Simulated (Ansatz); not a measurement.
## ZnSe: what the electron mass says about interband coupling

Computed with DFT PBE, scalar-relativistic, plane waves, PAW in Ansatz 0.2.0.

Plane waves to 420 eV, a k mesh through Γ of 8×8×8 on the computed 2-atom cell and Gaussian smearing (0.02 eV); no spin polarisation.

Relaxed cell: F-43m, a = 5.732 Å, b = 5.732 Å, c = 5.732 Å, α = 90.00°, β = 90.00°, γ = 90.00°, 2 atoms in the primitive cell.

The direct gap at Γ is 1.154 eV, and at Γ the conduction band has a mass of 0.0906 mₑ and the lightest hole 0.0950 mₑ, both along x.

Use two-band k·p theory to get the Kane energy. As an exercise, what mass follows if the true gap is 1.5 times the computed one (semilocal functionals can miss by more, threefold or worse in zinc and cadmium oxides)?

Coupling to the valence top alone gives mₑ/m* = 1 + E_P/E_g, so E_P = E_g (mₑ/m* − 1) = 1.154 × (11.04 − 1) = 11.6 eV. The light hole is the mirror band, mₑ/mₗₕ = E_P/E_g − 1, and gives 13.3 eV; the spread shows what other bands add. Fits to experiment give about 15 to 31 eV for common tetrahedral semiconductors; the figure from the electron is a net one, lowered by higher conduction bands, and semilocal functionals tend to give less. With E_P fixed and E_g = 1.73 eV the mass becomes 0.13 mₑ: in this model the mass grows with the gap, in proportion where E_P ≫ E_g, which is why functionals that close gaps give light electrons. A correction that opens the gap also strengthens the coupling, so the true mass usually rises less. Remote bands and spin-orbit splitting are left out of the model.